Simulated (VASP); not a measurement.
**VASP 6.6.1 run: InAs**

INCAR

```
NBANDS = 16
SIGMA = 0.02
NSW = 40
ENCUT = 600
LWAVE = .FALSE.
EDIFFG = -5E-3
ISMEAR = -1
ISIF = 3
IBRION = 2
LCHARG = .FALSE.
NELM = 120
LREAL = .FALSE.
EDIFF = 1E-7
GGA = CA
PSTRESS = 20
LASPH = .TRUE.
PREC = Accurate
```

KPOINTS

```
KPOINTS created by Atomic Simulation Environment
0
Gamma
10 10 10
0 0 0
```

POSCAR

```
In As
 1.0000000000000000
    -0.0000000000000000    2.8767311147595351    2.8767311147595351
     2.8767311147595351    0.0000000000000000    2.8767311147595351
     2.8767311147595351    2.8767311147595351    0.0000000000000000
 In  As
   1   1
Cartesian
  0.0000000000000000 -0.0000000000000000 -0.0000000000000000
  2.8767311147595351  2.8767311147595351  2.8767311147595351
```

The recommended LDA PAW datasets give the neutral cell 18 valence electrons.

Command

```
mpirun -np 1 vasp_std
```

OSZICAR

```
N       E                     dE             d eps       ncg     rms          rms(c)
DAV:   1     0.112821354379E+03    0.11282E+03   -0.90738E+03  1512   0.143E+03
DAV:   2    -0.153898560723E+01   -0.11436E+03   -0.10974E+03  1632   0.320E+02
DAV:   3    -0.872972862743E+01   -0.71907E+01   -0.71263E+01  2016   0.746E+01
DAV:   4    -0.889139294584E+01   -0.16166E+00   -0.16158E+00  1768   0.117E+01
DAV:   5    -0.889909588763E+01   -0.77029E-02   -0.77028E-02  2296   0.234E+00    0.363E+00
DAV:   6    -0.873864622605E+01    0.16045E+00   -0.26267E-01  2200   0.875E+00    0.197E+00
DAV:   7    -0.872393977984E+01    0.14706E-01   -0.50044E-02  2168   0.223E+00    0.605E-01
DAV:   8    -0.872203837941E+01    0.19014E-02   -0.41501E-03  1936   0.858E-01    0.104E-01
DAV:   9    -0.872195817955E+01    0.80200E-04   -0.28346E-04  2032   0.219E-01    0.693E-02
DAV:  10    -0.872195842705E+01   -0.24750E-06   -0.19442E-05  1960   0.363E-02    0.350E-02
...
DAV:   1    -0.921904795264E+01   -0.50419E+00   -0.10966E+01  1888   0.675E+01    0.405E+00
DAV:   2    -0.884500623817E+01    0.37404E+00   -0.71387E-01  1888   0.175E+01    0.159E+00
DAV:   3    -0.877869638106E+01    0.66310E-01   -0.18806E-01  1976   0.867E+00    0.745E-01
DAV:   4    -0.877801669185E+01    0.67969E-03   -0.83465E-03  1656   0.843E-01    0.478E-01
DAV:   5    -0.877693748225E+01    0.10792E-02   -0.70571E-04  2000   0.228E-01    0.238E-01
DAV:   6    -0.877679301858E+01    0.14446E-03   -0.29053E-04  2040   0.177E-01    0.331E-02
DAV:   7    -0.877678661849E+01    0.64001E-05   -0.26399E-05  1984   0.842E-02    0.132E-02
DAV:   8    -0.877678586780E+01    0.75068E-06   -0.34005E-06  1968   0.340E-02    0.440E-03
DAV:   9    -0.877678588996E+01   -0.22157E-07   -0.11549E-07  1280   0.383E-03
   3 F= -.82404238E+01 E0= -.82399714E+01  d E =-.112822E+00
```

From OUTCAR

```
k-points           NKPTS =     47   k-points in BZ     NKDIM =     47   number of bands    NBANDS=     16

   NELECT =      18.0000    total number of electrons

   dimension x,y,z NGX =    36 NGY =   36 NGZ =   36
   dimension x,y,z NGXF=    72 NGYF=   72 NGZF=   72

  energy-cutoff  :      600.00
  volume of cell :       42.97
      direct lattice vectors                 reciprocal lattice vectors
     0.000000000  2.779945043  2.779945043    -0.179859671  0.179859671  0.179859671
     2.779945043  0.000000000  2.779945043     0.179859671 -0.179859671  0.179859671
     2.779945043  2.779945043  0.000000000     0.179859671  0.179859671 -0.179859671

 k-points in reciprocal lattice and weights: KPOINTS created by Atomic Simulation Env
   0.00000000  0.00000000  0.00000000       0.001
   0.10000000  0.00000000  0.00000000       0.008
   0.20000000  0.00000000  0.00000000       0.008
   0.30000000  0.00000000  0.00000000       0.008
   0.40000000  0.00000000  0.00000000       0.008
   0.50000000  0.00000000  0.00000000       0.004
   0.10000000  0.10000000  0.00000000       0.006
   0.20000000  0.10000000  0.00000000       0.024
   ...

 E-fermi :   6.9339

 k-point     1 :       0.0000    0.0000    0.0000
  band No.  band energies     occupation
      1      -7.4233      2.00000
      2      -7.4233      2.00000
      3      -7.3943      2.00000
      4      -7.3943      2.00000
      5      -7.3943      2.00000
      6      -5.8897      2.00000
      7       6.7045      1.99998
      8       6.7045      1.99998
      9       6.7045      1.99998
     10       6.9029      1.64979
     11      14.3050      0.00000
     12      14.3050      0.00000
     13      14.3050      0.00000
     14      14.8791      0.00000
     15      14.8791      0.00000
     16      14.8791      0.00000

 k-point     2 :       0.1000    0.0000    0.0000
  band No.  band energies     occupation
      1      -7.4292      2.00000
      2      -7.4292      2.00000
      3      -7.3950      2.00000
      4      -7.3881      2.00000
      5      -7.3881      2.00000
      6      -5.7662      2.00000
      7       5.0728      2.00000
      8       6.7282      1.99993
      9       6.7282      1.99993
     10       8.3231      0.00000
     11      13.3476      0.00000
     12      13.8012      0.00000
     13      13.8012      0.00000
     14      14.7842      0.00000
     15      14.7842      0.00000
     16      14.8207      0.00000

 k-point     3 :       0.2000    0.0000    0.0000
  band No.  band energies     occupation
      1      -7.4475      2.00000
      2      -7.4475      2.00000
      3      -7.3980      2.00000
      4      -7.3690      2.00000
      5      -7.3690      2.00000
      6      -5.4040      2.00000
      7       3.3250      2.00000
      8       6.8076      1.99640
      9       6.8076      1.99640
     10       9.2732      0.00000
     11      12.5111      0.00000
     12      12.5111      0.00000
     13      12.5805      0.00000
     14      14.7015      0.00000
     15      15.4597      0.00000
     16      15.4597      0.00000

 ...

  Total        0.5357221      0.5357221      0.5357221     -0.0000000     -0.0000000     -0.0000000
  in kB       19.9761385     19.9761385     19.9761385     -0.0000000     -0.0000000     -0.0000000
  external PRESSURE =      -0.0238615 kB  Pullay stress =      20.0000000 kB

 POSITION                                       TOTAL-FORCE (eV/Angst)
 -----------------------------------------------------------------------------------
      0.00000      0.00000      0.00000         0.000000      0.000000     -0.000000
      2.77995      2.77995      2.77995         0.000000      0.000000      0.000000
 -----------------------------------------------------------------------------------
    total drift:                               -0.000000      0.000000      0.000000

  FREE ENERGIE OF THE ION-ELECTRON SYSTEM (eV)
  ---------------------------------------------------
  free  energy   TOTEN  =        -8.7767858900 eV

  energy  without entropy=       -8.7758810613  energy(sigma->0) =       -8.77633348
```

```json
{"ionic step": "1", "ΔH (meV/atom)": "0.0", "volume (Å³)": "47.61", "largest force (eV/Å)": "0.000", "pressure (GPa)": "-5.07", "electronic steps": "13"}
{"ionic step": "2", "ΔH (meV/atom)": "-39.4", "volume (Å³)": "40.74", "largest force (eV/Å)": "0.000", "pressure (GPa)": "7.23", "electronic steps": "9"}
{"ionic step": "3", "ΔH (meV/atom)": "-56.4", "volume (Å³)": "42.97", "largest force (eV/Å)": "0.000", "pressure (GPa)": "2.00", "electronic steps": "9"}
```

It converged. Results: relaxed cell vector lengths 3.931, 3.931, 3.931 Å; relaxed cell volume 42.97 Å³.

For comparison, a separate LDA relaxation on usual settings, not on those above, ends at 44.12 Å³.

The run above took about 44 s on one core of a shared host (Intel Xeon 6975P-C) and held 0.2 GiB at most.
